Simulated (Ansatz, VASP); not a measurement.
# Sb in VASP and in Ansatz

INCAR

```
SYSTEM = Sb
  PREC = Accurate
  ENCUT = 520
  EDIFF = 1E-7
  ISMEAR = -1
  SIGMA = 0.05
  LREAL = .False.
  LASPH = .True.
  NELM = 60
  ALGO = Normal
  ISIF = 2
  LWAVE = .False.
  LCHARG = .True.
  GGA = PS
  LELF = .True.
  LVHAR = .True.
  NBANDS = 8
```

Contents of KPOINTS:

```
Automatic mesh
0
Gamma
  19 19 19
  0 0 0
```

Contents of POSCAR:

```
Sb
1.0
   -1.5050000000      1.5050000000      2.4800000000
    1.5050000000     -1.5050000000      2.4800000000
    1.5050000000      1.5050000000     -2.4800000000
Sb
1
Direct
    0.0000000000      0.0000000000      0.0000000000
```

Input for Ansatz:

```yaml
crystal:
  lattice:
    - [-1.505, 1.505, 2.48]
    - [1.505, -1.505, 2.48]
    - [1.505, 1.505, -2.48]
  atoms:
    - { symbol: Sb, position: [0.0, 0.0, 0.0] }
kpoints:
  mp_grid: { grid: [19, 19, 19] }
  band_path:
    path:
      - [0.0, 0.0, 0.0]
      - [0.0, 0.0, 0.5]
      - [0.25, 0.25, 0.25]
      - [0.0, 0.5, 0.0]
      - [0.0, 0.0, 0.0]
      - [0.5, 0.5, -0.5]
      - [0.3420681988, 0.6579318012, -0.3420681988]
      - [-0.3420681988, 0.3420681988, 0.3420681988]
      - [0.0, 0.0, 0.0]
    npoints: 14
scf:
  occupations: { method: fermi_dirac, width: 0.05 }
hamiltonian:
  xc: pbesol
  pseudopotentials: { kind: all_electron, lapw: { basis_error: 0.00025 } }
output:
  forces: true
  stress: true
  eigenvalues: true
  populations: true
  dos: { projected: true, de: 0.2, e_range: [-14, 8] }
```

This isn't the form of Sb at room conditions, which is rhombohedral.

Alike in both runs: task single point; functional PBEsol; k mesh 19 × 19 × 19; occupations fermi-dirac, width 0.05 eV; no spin polarisation.

```csv
,VASP,Ansatz
version,VASP 6.6.1,Ansatz 0.2.0
potentials or method,"VASP PAW PBE potentials, release 64 (Sb)","all-electron LAPW, scalar-relativistic"
plane-wave cutoff (eV),520,see its input
```

VASP gave:

| Quantity | Value |
| --- | --- |
| pressure (GPa) | 15.3 |
| largest component of the traceless stress (GPa) | 1.45 |

Task: Estimate Ansatz's values.

Result: Pressure (GPa): 15.1; largest component of the traceless stress (GPa): 1.33.

Ansatz ran all-electron here, so the differences hold the error of VASP's frozen core and of both bases.

Caveats: so large a pressure means that the cell lies far from this level's equilibrium, or that cutoff or potentials fall short (VASP); the potentials were made for another functional, which shifts forces and pressure (VASP). The runs have no spin-orbit coupling, so splittings on Sb are missing.
